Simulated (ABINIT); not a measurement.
# Li (Im-3m) in ABINIT: further runs

Aim: see how the results for Li move with the level of theory and the settings. Levels: PBE+D4, PBE, BLYP+D3. Tasks: equation of state, band structure.

Program: ABINIT 10.8.3 (patched build). These are calculated values, not measurements. Logs are shortened: lines on timing, memory, paths and dates and some standing lists are left out, and cuts for length are marked. The log counts tension as positive stress, the text compression.

## 1. Starting point

Symmetry: Im-3m, No. 229, cubic system. Conventional cell: a = 3.509 Å, b = 3.509 Å, c = 3.509 Å, α = 90.00°, β = 90.00°, γ = 90.00°. Around Li (site symmetry m-3m) lie 8 Li at 3.04 Å.

## 2. Equation of state, PBE+D4

File run.py:

```python
import json, os
import numpy as np
from ase.eos import EquationOfState
from ase.units import GPa
from ase.calculators.mixing import SumCalculator
from dftd4.ase import DFTD4
from ase.calculators.abinit import Abinit, AbinitProfile
from ase import Atoms

atoms = Atoms(['Li'],
              cell=[[-1.75465, 1.75465, 1.75465], [1.75465, -1.75465, 1.75465], [1.75465, 1.75465, -1.75465]],
              scaled_positions=[[0.0, 0.0, 0.0]],
              pbc=True)

profile = AbinitProfile(command='abinit', pp_paths=[os.path.abspath('pseudos')])
params = dict(
    pps='pawxml', xc='PBE',
    ecut=408.1708,
    pawecutdg=816.3416,
    kptopt=1,
    ngkpt=[11, 11, 11],
    nshiftk=1,
    shiftk=[0.0, 0.0, 0.0],
    ixc=11,
    nband=6,
    occopt=3,
    tsmear=0.05,
    nstep=100,
    tolvrs=1e-09,
    prtwf=0,
    prtden=0,
)

cell0 = atoms.cell.copy()
volumes, energies = [], []
for i, x in enumerate([0.94, 0.96, 0.98, 1.0, 1.02, 1.04, 1.06]):
    atoms.set_cell(cell0 * x ** (1 / 3), scale_atoms=True)
    atoms.calc = SumCalculator([Abinit(profile=profile, directory=f'v{i}', **params), DFTD4(method='pbe')])
    volumes.append(atoms.get_volume() / len(atoms))
    dft, disp = atoms.calc.mixer.calcs
    energies.append((dft.get_property('free_energy', atoms) + disp.get_property('energy', atoms)) / len(atoms))
    print(f'{x:5.2f} {volumes[-1]:10.5f} A^3/atom {energies[-1]:14.6f} eV/atom', flush=True)
    json.dump(dict(volumes=volumes, energies=energies), open('results.json', 'w'))
v0, e0, b0 = EquationOfState(volumes, energies, eos='vinet').fit()
print(f'V0 {v0:.4f} A^3/atom  E0 {e0:.6f} eV/atom  B0 {b0 / GPa:.2f} GPa')
```

Potentials or basis: JTH PAW PBE v2.0.

Launch:

```
$ python run.py
```

Standard output:

```text
0.94   20.31231 A^3/atom    -204.670721 eV/atom
 0.96   20.74449 A^3/atom    -204.669831 eV/atom
 0.98   21.17667 A^3/atom    -204.667912 eV/atom
 1.00   21.60884 A^3/atom    -204.666355 eV/atom
 1.02   22.04102 A^3/atom    -204.662931 eV/atom
 1.04   22.47320 A^3/atom    -204.659999 eV/atom
 1.06   22.90537 A^3/atom    -204.656166 eV/atom
V0 19.9447 A^3/atom  E0 -204.670986 eV/atom  B0 12.75 GPa
```

abinit.in:

```text
ecut 408.1708 eV
ixc 11
kptopt 1
natom 1
nband 6
ngkpt
11 11 11
nshiftk 1
nsppol 1
nstep 100
occopt 3
pawecutdg 816.3416 eV
prtden 0
prtwf 0
shiftk
0.0 0.0 0.0
tolvrs 1e-09
tsmear 0.05 eV
#Definition of the unit cell
acell
1.00000000000000 1.00000000000000 1.00000000000000 Angstrom
rprim
-1.78906363886314 1.78906363886314 1.78906363886314
1.78906363886314 -1.78906363886314 1.78906363886314
1.78906363886314 1.78906363886314 -1.78906363886314
chkprim 0 # Allow non-primitive cells
#Definition of the atom types
ntypat 1
znucl 3
#Enumerate different atomic species
typat
 1
pseudos "./pseudos/Li.GGA_PBE-JTH.xml"
#Definition of the atoms
xcart
0.00000000000000 0.00000000000000 0.00000000000000
chkexit 1 # abinit.exit file in the running directory terminates after the current SCF
```

abinit.abo:

```text
.Version 10.8.3 of ABINIT
 Symmetries : space group Im -3 m (#229); Bravais cI (body-center cubic)
================================================================================
 Values of the parameters that define the memory need of the present run
     intxc =       0    ionmov =       0      iscf =      17    lmnmax =       9
     lnmax =       5     mgfft =      24  mpssoang =       2    mqgrid =    3001
     natom =       1  nloc_mem =       2    nspden =       1   nspinor =       1
    nsppol =       1      nsym =      48    n1xccc =       1    ntypat =       1
    occopt =       3   xclevel =       2
       mpw =         444          nfft =       13824          nkpt =          56
 PAW method is used; the additional fine FFT grid is defined by:
   mgfftf=        30    nfftf =     27000
================================================================================
================================================================================

--------------------------------------------------------------------------------
------------- Echo of variables that govern the present computation ------------
--------------------------------------------------------------------------------
 -outvars: echo values of preprocessed input variables --------
            acell      1.8897261259E+00  1.8897261259E+00  1.8897261259E+00 Bohr
              amu      6.94100000E+00
          chkexit           1
          chkprim           0
             ecut      1.50000002E+01 Hartree
                       outvar_i_n : Printing only first  50 k-points.
              ixc          11
                       outvar_i_n : Printing only first  50 k-points.
         kptrlatt       11    0    0      0   11    0      0    0   11
          kptrlen      6.44136589E+01
            natom           1
            nband           6
            ngfft          24      24      24
          ngfftdg          30      30      30
             nkpt          56
            nstep         100
             nsym          48
           ntypat           1
                       prtocc : prtvol=0, do not print more k-points.
           occopt           3
        pawecutdg      3.00000005E+01 Hartree
         pawxcdev           0
           prtden           0
            prtwf           0
            rprim     -1.7890636389E+00  1.7890636389E+00  1.7890636389E+00
                       1.7890636389E+00 -1.7890636389E+00  1.7890636389E+00
                       1.7890636389E+00  1.7890636389E+00 -1.7890636389E+00
          spgroup         229
           tolvrs      1.00000000E-09
           tsmear      1.83746611E-03 Hartree
            typat      1
           useylm           1
                       outvars : Printing only first  50 k-points.
            znucl        3.00000

================================================================================

 chkinp: Checking input parameters for consistency.

================================================================================
== DATASET  1 ==================================================================

--- !DatasetInfo
iteration_state: {dtset: 1, }
dimensions: {natom: 1, nkpt: 56, mband: 6, nsppol: 1, nspinor: 1, nspden: 1, mpw: 444, }
cutoff_energies: {ecut:  15.0, pawecutdg:  30.0, }
electrons: {nelect:   3.00000000E+00, charge:   0.00000000E+00, occopt:   3.00000000E+00, tsmear:   1.83746611E-03, }
meta: {optdriver: 0, ionmov: 0, optcell: 0, iscf: 17, paral_kgb: 0, }
...

 Exchange-correlation functional for the present dataset will be:
  GGA: Perdew-Burke-Ernzerhof functional - ixc=11
  J.P.Perdew, K.Burke, M.Ernzerhof, PRL 77, 3865 (1996)

 Real(R)+Recip(G) space primitive vectors, cartesian coordinates (Bohr,Bohr^-1):
 R(1)= -3.3808403  3.3808403  3.3808403  G(1)=  0.0000000  0.1478922  0.1478922
 R(2)=  3.3808403 -3.3808403  3.3808403  G(2)=  0.1478922  0.0000000  0.1478922
 R(3)=  3.3808403  3.3808403 -3.3808403  G(3)=  0.1478922  0.1478922  0.0000000
 Unit cell volume ucvol=  1.5457312E+02 bohr^3
 Angles (23,13,12)=  1.09471221E+02  1.09471221E+02  1.09471221E+02 degrees

 Coarse grid specifications (used for wave-functions):

 getcut: wavevector=  0.0000  0.0000  0.0000  ngfft=  24  24  24
         ecut(hartree)=     15.000   => boxcut(ratio)=   2.35080

 getcut : COMMENT -
  Note that boxcut > 2.2 ; recall that boxcut=Gcut(box)/Gcut(sphere) = 2
  is sufficient for exact treatment of convolution.
  Such a large boxcut is a waste : you could raise ecut
  e.g. ecut=   20.723432 Hartrees makes boxcut=2

 Fine grid specifications (used for densities):

 getcut: wavevector=  0.0000  0.0000  0.0000  ngfft=  30  30  30
         ecut(hartree)=     30.000   => boxcut(ratio)=   2.07783

--- Pseudopotential description ------------------------------------------------
- pspini: atom type   1  psp file is <dir>
 Pseudopotential format is: paw10
 basis_size (lnmax)=  5 (lmn_size=  9), orbitals=   0   0   0   1   1
 Spheres core radius: rc_sph= 1.60264751
 Shapefunction is BESSEL type: shapef(r,l)=aa(1,l)*jl(q(1,l)*r)+aa(2,l)*jl(q(2,l)*r)
 Radius for shape functions =  1.30023672
 Compensation charge density is not taken into account in XC energy/potential

   1.71693665E+01                                ecore*ucvol(ha*bohr**3)
--------------------------------------------------------------------------------

[... 7 lines left out ...]

     iter   Etot(hartree)      deltaE(h)  residm     nres2
 ETOT  1  -7.5275593305525    -7.528E+00 2.320E-01 1.125E-01
 ETOT  2  -7.5208428755197     6.716E-03 8.314E-04 2.454E-02
 ETOT  3  -7.5204619090316     3.810E-04 1.140E-03 1.089E-02
 ETOT  4  -7.5203317730239     1.301E-04 1.202E-03 1.783E-05
 ETOT  5  -7.5203324088429    -6.358E-07 8.989E-04 1.489E-05
 ETOT  6  -7.5203319098750     4.990E-07 1.770E-04 1.143E-07
 ETOT  7  -7.5203319066941     3.181E-09 3.820E-04 6.739E-10

 At SCF step    7       nres2   =  6.74E-10 < tolvrs=  1.00E-09 =>converged.

 Cartesian components of stress tensor (hartree/bohr^3)
  sigma(1 1)=  4.83622231E-05  sigma(3 2)=  0.00000000E+00
  sigma(2 2)=  4.83622231E-05  sigma(3 1)=  0.00000000E+00
  sigma(3 3)=  4.83622231E-05  sigma(2 1)=  0.00000000E+00

--- !ResultsGS
iteration_state: {dtset: 1, }
comment   : Summary of ground state results
lattice_vectors:
- [ -3.3808403,   3.3808403,   3.3808403, ]
- [  3.3808403,  -3.3808403,   3.3808403, ]
- [  3.3808403,   3.3808403,  -3.3808403, ]
lattice_lengths: [   5.85579,    5.85579,    5.85579, ]
lattice_angles: [109.471, 109.471, 109.471, ] # degrees, (23, 13, 12)
lattice_volume:   1.5457312E+02
convergence: {deltae:  3.181E-09, res2:  6.739E-10, residm:  3.820E-04, diffor: null, }
etotal    :  -7.52033191E+00
entropy   :   0.00000000E+00
fermie    :  -1.29478366E-02
cartesian_stress_tensor: # hartree/bohr^3
- [  4.83622231E-05,   0.00000000E+00,   0.00000000E+00, ]
- [  0.00000000E+00,   4.83622231E-05,   0.00000000E+00, ]
- [  0.00000000E+00,   0.00000000E+00,   4.83622231E-05, ]
pressure_GPa:  -1.4229E+00
xred      :
- [  0.0000E+00,   0.0000E+00,   0.0000E+00, Li]
cartesian_forces: # hartree/bohr
- [ -0.00000000E+00,  -0.00000000E+00,  -0.00000000E+00, ]
force_length_stats: {min:   0.00000000E+00, max:   0.00000000E+00, mean:   0.00000000E+00, }
...

 Integrated electronic density in atomic spheres:
 ------------------------------------------------
 Atom  Sphere_radius  Integrated_density
    1        1.60265          2.04176008

================================================================================

 ----iterations are completed or convergence reached----

 Mean square residual over all n,k,spin=   21.365E-07; max=  38.199E-05
 reduced coordinates (array xred) for    1 atoms
       0.000000000000      0.000000000000      0.000000000000
 rms dE/dt=  0.0000E+00; max dE/dt=  0.0000E+00; dE/dt below (all hartree)
    1       0.000000000000      0.000000000000      0.000000000000

 cartesian coordinates (angstrom) at end:
    1      0.00000000000000     0.00000000000000     0.00000000000000

 cartesian forces (hartree/bohr) at end:
    1     -0.00000000000000    -0.00000000000000    -0.00000000000000
 frms,max,avg= 0.0000000E+00 0.0000000E+00   0.000E+00  0.000E+00  0.000E+00 h/b

 cartesian forces (eV/Angstrom) at end:
    1     -0.00000000000000    -0.00000000000000    -0.00000000000000
 frms,max,avg= 0.0000000E+00 0.0000000E+00   0.000E+00  0.000E+00  0.000E+00 e/A
 length scales=  1.889726125908  1.889726125908  1.889726125908 bohr
              =  1.000000000000  1.000000000000  1.000000000000 angstroms
 Fermi (or HOMO) energy (hartree) =  -0.01295   Average Vxc (hartree)=  -0.24186
 Eigenvalues (hartree) for nkpt=  56  k points:
 kpt#   1, nband=  6, wtk=  0.00075, kpt=  0.0000  0.0000  0.0000 (reduced coord)
  -1.72870   -0.13870    0.47792    0.47792    0.47792    0.64737
      occupation numbers for kpt#   1
   2.00000    2.00000    0.00000    0.00000    0.00000    0.00000
 prteigrs : prtvol=0 or 1, do not print more k-points.

--- !EnergyTerms
iteration_state     : {dtset: 1, }
comment             : Components of total free energy in Hartree
kinetic             :  1.49479478947107E+00
hartree             :  1.54407927772934E+00
xc                  : -5.97791763451467E-01
Ewald energy        : -2.42196452259543E+00
psp_core            :  1.11076020363011E-01
local_psp           : -3.56187988650172E+00
PAW spherical_terms : -4.08851836988770E+00
internal            : -7.52020445487289E+00
'-kT*entropy'       : -1.35221731987653E-04
total_energy        : -7.52033967660488E+00
total_energy_eV     : -2.04638867641071E+02
...

--- !EnergyTermsDC
iteration_state     : {dtset: 1, }
comment             : '"Double-counting" decomposition of free energy'
band_energy         : -3.51897030082443E+00
Ewald energy        : -2.42196452259543E+00
psp_core            :  1.11076020363011E-01
xc_dc               : -1.37404633981392E+00
PAW spherical_terms : -3.16291542091315E-01
internal            : -7.52019668496208E+00
'-kT*entropy'       : -1.35221731987653E-04
total_energy_dc     : -7.52033190669407E+00
total_energy_dc_eV  : -2.04638656211027E+02
...

 Cartesian components of stress tensor (hartree/bohr^3)
  sigma(1 1)=  4.83622231E-05  sigma(3 2)=  0.00000000E+00
  sigma(2 2)=  4.83622231E-05  sigma(3 1)=  0.00000000E+00
  sigma(3 3)=  4.83622231E-05  sigma(2 1)=  0.00000000E+00

-Cartesian components of stress tensor (GPa)         [Pressure= -1.4229E+00 GPa]
- sigma(1 1)=  1.42286573E+00  sigma(3 2)=  0.00000000E+00
- sigma(2 2)=  1.42286573E+00  sigma(3 1)=  0.00000000E+00
- sigma(3 3)=  1.42286573E+00  sigma(2 1)=  0.00000000E+00

== END DATASET(S) ==============================================================
================================================================================

 -outvars: echo values of variables after computation  --------
            acell      1.8897261259E+00  1.8897261259E+00  1.8897261259E+00 Bohr
           etotal     -7.5203319067E+00
            fcart     -0.0000000000E+00 -0.0000000000E+00 -0.0000000000E+00
            rprim     -1.7890636389E+00  1.7890636389E+00  1.7890636389E+00
                       1.7890636389E+00 -1.7890636389E+00  1.7890636389E+00
                       1.7890636389E+00  1.7890636389E+00 -1.7890636389E+00
           strten      4.8362223145E-05  4.8362223145E-05  4.8362223145E-05
                       0.0000000000E+00  0.0000000000E+00  0.0000000000E+00
 Calculation completed.
```

Wall time 24 s (1 thread of Arm Neoverse V2, shared host); peak memory 0.12 GiB.

What came out:

* Equilibrium volume: 19.94 Å³/atom (rough: see the caveat)
* Bulk modulus: 12.6 GPa (rough)

Energy against volume, from the lowest point:
| volume (Å³/atom) | energy (meV/atom) |
| --- | --- |
| 20.312 | 0.00 |
| 20.744 | 0.89 |
| 21.177 | 2.81 |
| 21.609 | 4.37 |
| 22.041 | 7.79 |
| 22.473 | 10.72 |
| 22.905 | 14.56 |

Caveat: pressures at fixed basis lie under the slope of the energies; the fit is doubtful: noisy points or a state that changes with volume; the minimum lies outside the volumes run; the log and the count of SCF iterations are those of the last ABINIT call alone.

## 3. Band structure, PBE

File run.abi:

```
# Datasets: ground state, then fixed potential
ndtset 2

# Pseudopotentials
pp_dirpath "./"
pseudos "Li.upf"

# Structure
acell 3*1.0
rprim
    -3.3158079446     3.3158079446     3.3158079446
     3.3158079446    -3.3158079446     3.3158079446
     3.3158079446     3.3158079446    -3.3158079446
ntypat 1
znucl 3
natom 1
typat 1
xred
     0.0000000000     0.0000000000     0.0000000000

# Plane-wave basis
ecut 37.0

# Exchange and correlation
ixc 11

# Bands and occupations
occopt 3
tsmear 0.00183747

# SCF cycle
nstep 100

# Output
iomode 3
prtwf 0
prteig 0
prtebands 0
enunit 1
prtden1 1

# Dataset 1
kptopt1 1
ngkpt1 11 11 11
nshiftk1 1
shiftk1 0.0 0.0 0.0
nband1 6
tolvrs1 1.0e-10

# Dataset 2: bands along G-H-N-G-P-H
iscf2 -2
getden2 1
nband2 10
nbdbuf2 2
tolwfr2 1.0e-12
kptopt2 -5
ndivsm2 6
prteig2 1
prtvol2 -3
kptbounds2
     0.0000000000     0.0000000000     0.0000000000
     0.5000000000    -0.5000000000     0.5000000000
     0.0000000000     0.0000000000     0.5000000000
     0.0000000000     0.0000000000     0.0000000000
     0.2500000000     0.2500000000     0.2500000000
     0.5000000000    -0.5000000000     0.5000000000
```

Potentials or basis: PseudoDojo NC SR PBE v0.4.1 standard.

Launch:

```
$ abinit run.abi > log 2>&1
```

Run time: 10 s. Hardware: 1 thread of Arm Neoverse V2, shared host; peak memory 0.12 GiB.

The run converged. Its results:

* Free energy: -196.0383 eV
* Pressure: -0.8 GPa
* Band gap on the k mesh: none (metal or under the smearing width)
* Valence electrons inside the program's atomic spheres: Li 2.18 (radii [1.0584] Å)

Levels at the corners of the path, in eV from the Fermi level:
| point | band 1 | band 2 | band 3 | band 4 | band 5 |
| --- | --- | --- | --- | --- | --- |
| Γ | -46.64 | -3.50 | 13.94 | 13.94 | 13.94 |
| H | -46.61 | 5.28 | 5.28 | 5.28 | 7.48 |
| N | -46.62 | 0.24 | 3.02 | 9.90 | 11.32 |
| Γ | -46.64 | -3.50 | 13.94 | 13.94 | 13.94 |
| P | -46.62 | 3.25 | 3.25 | 3.25 | 7.85 |
| H | -46.61 | 5.28 | 5.28 | 5.28 | 7.48 |

## 4. Equation of state, BLYP+D3

File run.abi:

```
# Datasets: one volume each
ndtset 7
getwfk -1
scalecart1 3*0.9795861087
scalecart2 3*0.9864848297
scalecart3 3*0.9932883884
scalecart4 3*1.0000000000
scalecart5 3*1.0066227096
scalecart6 3*1.0131594038
scalecart7 3*1.0196128224

# Pseudopotentials
pp_dirpath "./"
pseudos "Li.GGA_PBE-JTH.xml"

# Structure
acell 5.7431478281 5.7431478281 5.7431478281
rprim
    -0.5773502692     0.5773502692     0.5773502692
     0.5773502692    -0.5773502692     0.5773502692
     0.5773502692     0.5773502692    -0.5773502692
ntypat 1
znucl 3
natom 1
typat 1
xred
     0.0000000000     0.0000000000     0.0000000000

# Plane-wave basis
ecut 15.0
pawecutdg 30.0

# k points
kptopt 1
ngkpt 11 11 11
nshiftk 1
shiftk 0.0 0.0 0.0

# Exchange and correlation
ixc -106131
vdw_xc 6

# Bands and occupations
nband 6
occopt 3
tsmear 0.05 eV

# SCF cycle
nstep 100
tolvrs 1.0e-9

# Output
iomode 3
prtwf 1
prtden 0
prteig 0
prtebands 0
```

Potentials or basis: JTH PAW PBE v2.0.

Launch:

```
$ abinit run.abi > log 2>&1
```

Wall time 21 s (1 thread of Arm Neoverse V2, shared host); peak memory 0.12 GiB.

The run converged. Its results:

```
Equilibrium volume : outside the volumes run
```

Energy against volume, from the lowest point:
```tsv
volume (Å³/atom)	energy (meV/atom)
20.312	0.00
20.744	3.98
21.177	8.29
21.609	12.93
22.041	17.85
22.473	23.05
22.905	28.50
```

Caveat: the PAW data sets were made with another functional, which shifts forces and pressure a little.
